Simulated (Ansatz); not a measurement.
# From the elastic tensor of GaAs at -0.4 GPa (stress–strain coefficients) to moduli and sound speeds

Theory: DFT LDA, scalar-relativistic, plane waves, PAW in Ansatz. Plane waves to 420 eV; Γ-centred k mesh 8×8×8; fixed occupations. No spin polarisation.

The structure is cubic, space group F-43m (No. 216). The conventional cell has a = 5.612 Å, b = 5.612 Å, c = 5.612 Å, α = 90.00°, β = 90.00°, γ = 90.00°. Ga (site symmetry -43m) is surrounded by 4 As at 2.43 Å. As (site symmetry -43m) has 4 Ga at 2.43 Å as nearest neighbours.

The cell is the ideal cubic zincblende prototype.

Relaxed-ion constants (GPa, on the Cartesian axes of the calculation):
C11 = 115.6, C12 = 51.4, C13 = 51.4, C22 = 115.6, C23 = 51.4, C33 = 115.6, C44 = 58.2, C55 = 58.2, C66 = 58.2 GPa; the others vanish.

Density 5.436 g/cm³; 2 atoms in 44.19 Å³.

The values that follow are for a polycrystal of randomly turned grains, by Hill's mean where one number stands.

With S = C⁻¹: B_V = (C11+C22+C33+2(C12+C13+C23))/9, G_V = (C11+C22+C33−C12−C13−C23+3(C44+C55+C66))/15, 1/B_R = S11+S22+S33+2(S12+S13+S23), 15/G_R = 4(S11+S22+S33−S12−S13−S23)+3(S44+S55+S66); Hill is their mean. Then v_l = √((B+4G/3)/ρ), v_t = √(G/ρ), v_m = [(2/v_t³+1/v_l³)/3]^(−1/3) and Θ = (ħ/k_B)·v_m·(6π²n/V)^(1/3) for n atoms in the volume V; E = 9BG/(3B+G), ν = (3B−2G)/(2(3B+G)) and A^U = 5G_V/G_R + B_V/B_R − 6.

```
Bulk modulus, Voigt / Reuss / Hill          : 72.8 / 72.8 / 72.8 GPa
Shear modulus, Voigt / Reuss / Hill         : 47.7 / 43.9 / 45.8 GPa
Young's modulus                             : 114 GPa
Poisson ratio                               : 0.240
Pugh ratio B/G                              : 1.59
Universal anisotropy index                  : 0.44
Longitudinal and transverse sound speeds    : 4964 and 2904 m/s
Debye temperature from the mean sound speed : 342 K
```

Cost: 1 run of about 2.3 core-minutes, on Intel Xeon Platinum 8259CL (Skylake/Cascade Lake) (shared hosts).

The elastic response is that of a directionally bonded tetrahedral semiconductor. Resistance to shear is strongly direction-dependent: C44 = 58.2 GPa is well above half the difference between C11 and C12, so the crystal is softest in tetragonal shear and its Young's modulus is lowest along the cube axes and highest along the body diagonals, where the bonds lie. Tetragonal shear mainly bends the angles between sp³ bonds, which costs little, whereas the C44 distortion also stretches bonds, even after the two sublattices have shifted to relieve part of the strain. That C44 exceeds C12 fits sizeable angular forces, as expected of covalent bonding with modest ionicity.

The constants meet the cubic conditions for stability against small homogeneous strains, but say nothing about phonons at finite wavevector. The Debye temperature of 342 K likewise describes the long-wavelength acoustic limit; the flat transverse acoustic branches typical of zincblende semiconductors would lower the effective value drawn from heat capacities above the lowest temperatures.
